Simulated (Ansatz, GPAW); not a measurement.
**CaO: 3 runs at one level of theory**

```
CELL_PARAMETERS angstrom
0.00000 2.40356 2.40356
2.40356 0.00000 2.40356
2.40356 2.40356 0.00000
ATOMIC_POSITIONS crystal
Ca 0.00000 0.00000 0.00000
O 0.50000 0.50000 0.50000
```

The cell is a database's computed one, not the measured one.

Alike in all runs: task single point; functional PBE; k mesh 10 × 10 × 10; occupations gaussian, width 0.012 eV; no spin polarisation; no spin-orbit coupling. Pressure is positive in compression and, in plane waves, holds the error of the finite cutoff, which Ansatz's Pulay term estimates and takes out.

```tsv
program and potentials	plane-wave cutoff (eV)	notes	band gap (eV)	pressure (GPa)
Ansatz, Ansatz PAW	420	Pulay term of +0.41 GPa included	3.66	1.61
Ansatz, all-electron LAPW, scalar-relativistic	-	-	3.65	1.60
GPAW, GPAW PAW data sets (gpaw-data 1.2.1)	800	-	3.69	2.16
```

The band gap spans 3.65 (Ansatz, all-electron LAPW, scalar-relativistic) to 3.69 eV (GPAW, GPAW PAW data sets (gpaw-data 1.2.1)), with all-electron results at 3.65. The pressure spans 1.60 (Ansatz, all-electron LAPW, scalar-relativistic) to 2.16 GPa (GPAW, GPAW PAW data sets (gpaw-data 1.2.1)), with all-electron results at 1.60. The gap is indirect and read on the mesh alone.

Differences between rows come from potentials, basis sets and numerical settings, since the functional is the same but for its coding. Runs on potential files found faulty are left out.
